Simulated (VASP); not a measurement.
# LiCl (P6_3mc) in VASP: single point with LDA

Aim: the single point of LiCl with LDA.

Program: VASP 6.6.1. These are calculated values, not measurements. Logs are shortened: lines on timing, memory, paths and dates and some standing lists are left out, and cuts for length are marked.

**1. Starting point**

Symmetry: P6_3mc, No. 186, hexagonal system. The conventional cell has a = 3.925 Å, b = 3.925 Å, c = 6.357 Å, α = 90.00°, β = 90.00°, γ = 120.00°. Li (site symmetry 3m) is surrounded by 4 Cl at 2.40 Å. Around Cl (site symmetry 3m) lie 4 Li at 2.40 Å.

Measurements of this composition are mostly on another form, of space group No. 225.

**2. Single point, LDA**

INCAR

```
SYSTEM = LiCl
  PREC = Accurate
  ENCUT = 520
  EDIFF = 1E-6
  ISMEAR = 0
  SIGMA = 0.01
  LREAL = .FALSE.
  LASPH = .TRUE.
  NELM = 100
  ALGO = Fast
  ISIF = 2
  LWAVE = .FALSE.
  LCHARG = .FALSE.
  GGA = CA
  NBANDS = 18
```

KPOINTS

```
Automatic mesh
0
G
  5 5 3
  0 0 0
```

POSCAR

```
LiCl
1.0
    3.9248820000      0.0000000000      0.0000000000
   -1.9624410000      3.3990480000      0.0000000000
    0.0000000000      0.0000000000      6.3571610000
Li Cl
2 2
Direct
    0.6666666667      0.3333333333      0.8760170000
    0.3333333333      0.6666666667      0.3760170000
    0.6666666667      0.3333333333      0.4989840000
    0.3333333333      0.6666666667      0.9989840000
```

Potentials or basis: VASP PAW LDA potentials, release 64 (Li_sv, Cl).

Run with:

```
$ cat potpaw_LDA.64/Li_sv/POTCAR potpaw_LDA.64/Cl/POTCAR > POTCAR
$ mpirun -np 1 vasp_std > vasp.out
```

OUTCAR:

```text
SYSTEM = LiCl
   PREC = Accurate
   ENCUT = 520
   EDIFF = 1E-6
   ISMEAR = 0
   LREAL = .FALSE.
   LASPH = .TRUE.
   NELM = 100
   ISIF = 2
   GGA = CA

 ion  position               nearest neighbor table
   1  0.667  0.333  0.876-   3 2.40   4 2.40   4 2.40   4 2.40
   2  0.333  0.667  0.376-   4 2.40   3 2.40   3 2.40   3 2.40
   3  0.667  0.333  0.499-   1 2.40   2 2.40   2 2.40   2 2.40
   4  0.333  0.667  0.999-   2 2.40   1 2.40   1 2.40   1 2.40

  LATTYP: Found a hexagonal cell.
 ALAT       =     3.9248820000
 C/A-ratio  =     1.6197075479

  Lattice vectors:

 A1 = (   3.9248820000,   0.0000000000,   0.0000000000)
 A2 = (  -1.9624410000,   3.3990480000,   0.0000000000)
 A3 = (   0.0000000000,   0.0000000000,   6.3571610000)

Analysis of symmetry for initial positions (statically):
=====================================================================
 Subroutine PRICEL returns:
 Original cell was already a primitive cell.

 Routine SETGRP: Setting up the symmetry group for a
 hexagonal supercell.

 Subroutine GETGRP returns: Found 12 space group operations
 (whereof  6 operations were pure point group operations)
 out of a pool of 24 trial point group operations.

The static configuration has the point symmetry C_3v.
 The point group associated with its full space group is C_6v.

Analysis of symmetry for dynamics (positions and initial velocities):
=====================================================================
 Subroutine PRICEL returns:
 Original cell was already a primitive cell.

 Routine SETGRP: Setting up the symmetry group for a
 hexagonal supercell.

 Subroutine GETGRP returns: Found 12 space group operations
 (whereof  6 operations were pure point group operations)
 out of a pool of 24 trial point group operations.

The dynamic configuration has the point symmetry C_3v.
 The point group associated with its full space group is C_6v.

 Subroutine INISYM returns: Found 12 space group operations
 (whereof  6 operations are pure point group operations),
 and found     1 'primitive' translations

----------------------------------------------------------------------------------------

                                     Primitive cell

  volume of cell :      84.8100

  direct lattice vectors                    reciprocal lattice vectors
     3.924882000  0.000000000  0.000000000     0.254784730  0.147100012  0.000000000
    -1.962441000  3.399048000  0.000000000     0.000000000  0.294200023  0.000000000
     0.000000000  0.000000000  6.357161000     0.000000000  0.000000000  0.157302922

[... 76 lines left out ...]
   IBRION =     -1    ionic relax: 0-MD 1-quasi-New 2-CG
   NFREE  =      0    steps in history (QN), initial steepest desc. (CG)
   ISIF   =      2    stress and relaxation
   ISYM   =      2    0-nonsym 1-usesym 2-fastsym
   POTIM  = 0.5000    time-step for ionic-motion
   TEBEG  =    0.0;   TEEND  =   0.0 temperature during run
   PSTRESS=    0.0 pullay stress
   NELECT =      20.0000    total number of electrons
   NUPDOWN=      -1.0000    fix difference up-down
   EMIN   =  10.00;   EMAX   =-10.00  energy-range for DOS
   EFERMI =   0.00;   METHOD = LEGACY
   ISMEAR =     0;   SIGMA  =   0.01  broadening in eV -4-tet -1-fermi 0-gaus
   EFERMI_NEDOS =   21; number of points for ismear=-14 and -15
   IALGO  =     68    algorithm
   IMIX   =      4    mixing-type and parameters
     AMIX     =   0.40;   BMIX     =  1.00
     AMIX_MAG =   1.60;   BMIX_MAG =  1.00
  volume/ion in A,a.u.               =      21.20       143.08
  Fermi-wavevector in a.u.,A,eV,Ry     =   1.011430  1.911325 13.918630  1.022990
  Thomas-Fermi vector in A             =   2.144479
   LORBIT       =      0    0 simple, 1 ext, 2 COOP (PROOUT), +10 PAW based schemes
   GGA     = CA    functional components
   LHFCALC =     F    Hartree Fock is set to
   AEXX    =    0.0000 exact exchange contribution
   IVDW    =     0    specifies the selected vdW correction
   LEPSILON=     F    determine dielectric tensor
   LRPA    =     F    only Hartree local field effects (RPA)
 non-spin polarized calculation
 RMM-DIIS sequential band-by-band and
 Gauss-broadening in eV      SIGMA  =   0.01
  energy-cutoff  :      520.00
  volume of cell :       84.81
 maximum number of plane-waves:      2316
 NGX is ok and might be reduce to    30
   NGX = 15   NGY = 15   NGZ = 23

 number of electron      19.9999994 magnetization

 Free energy of the ion-electron system (eV)
  ---------------------------------------------------
  ext. energy  EPLUGINS =         0.00000000
  ---------------------------------------------------
  free energy    TOTEN  =       -15.96584952 eV

  energy without entropy =      -15.96584952  energy(sigma->0) =      -15.96584952

 E-fermi :  -1.3379     XC(G=0):  -8.0787

 val. band max:       -1.4956870555   @ k =   0.0000   0.0000   0.0000
 cond. band min:       4.0303275809   @ k =   0.0000   0.0000   0.0000
 fundamental gap:      5.5260146365
 Fermi energy:        -1.3378784327

 k-point     1 :       0.0000    0.0000    0.0000
  band No.  band energies     occupation
      1     -43.4201      2.00000
      2     -43.4185      2.00000
      3     -14.0871      2.00000
      4     -13.7953      2.00000
      5      -3.5390      2.00000
      6      -1.8285      2.00000
[... 187 lines left out ...]
      5      -3.2531      2.00000
      6      -3.0381      2.00000
[... 10 lines left out ...]
     17      10.2229      0.00000
     18      10.7966      0.00000

------------------------ aborting loop because EDIFF is reached ----------------------------------------

  FORCE on cell =-STRESS in cart. coord.  units (eV):
  Direction    XX          YY          ZZ          XY          YZ          ZX
  --------------------------------------------------------------------------------------
  -------------------------------------------------------------------------------------
  Total       -1.4399325     -1.4399329     -1.5297319      0.0000000      0.0000000      0.0000000
  in kB      -27.2022977    -27.2023054    -28.8987329      0.0000000      0.0000000      0.0000000
  external PRESSURE =     -27.7677787 kB  Pullay stress =       0.0000000 kB

 VOLUME and BASIS-vectors are now :
 -----------------------------------------------------------------------------
  energy-cutoff  :      520.00
  volume of cell :       84.81
      direct lattice vectors                 reciprocal lattice vectors
     3.924882000  0.000000000  0.000000000     0.254784730  0.147100012  0.000000000
    -1.962441000  3.399048000  0.000000000     0.000000000  0.294200023  0.000000000
     0.000000000  0.000000000  6.357161000     0.000000000  0.000000000  0.157302922

 POSITION                                       TOTAL-FORCE (eV/Angst)
 -----------------------------------------------------------------------------------
      1.96244      1.13302      5.56898        -0.000000      0.000000      0.015937
     -0.00000      2.26603      2.39040         0.000000     -0.000000      0.015937
      1.96244      1.13302      3.17212         0.000000      0.000000     -0.015937
     -0.00000      2.26603      6.35070        -0.000000     -0.000000     -0.015937
 -----------------------------------------------------------------------------------
    total drift:                                0.000000      0.000000      0.000248

  FREE ENERGIE OF THE ION-ELECTRON SYSTEM (eV)
  ---------------------------------------------------
  free  energy   TOTEN  =       -15.9658495239 eV

  energy  without entropy=      -15.9658495239  energy(sigma->0) =      -15.96584952
```

Run time: 32 s. Hardware: 1 thread of Intel Xeon Platinum 8375C at 2.90GHz (Ice Lake), shared host; peak memory 0.15 GiB.

Results:

```yaml
Free_energy: -15.9658 eV
Largest_force: 0.016 eV/Å
Band_gap_on_the_k_mesh: 5.53 eV, direct
```

Forces in eV/Å, atoms in the order of the input:
```
Li   0.000  0.000  0.016
Li   0.000  0.000  0.016
Cl   0.000  0.000 -0.016
Cl   0.000  0.000 -0.016
```

Caveat: the cutoff is under 1.25 times the usual one of these potentials, so pressure, stress and relaxed cells hold a basis-set (Pulay) error. As with any semilocal functional, this LDA gap is likely too small.
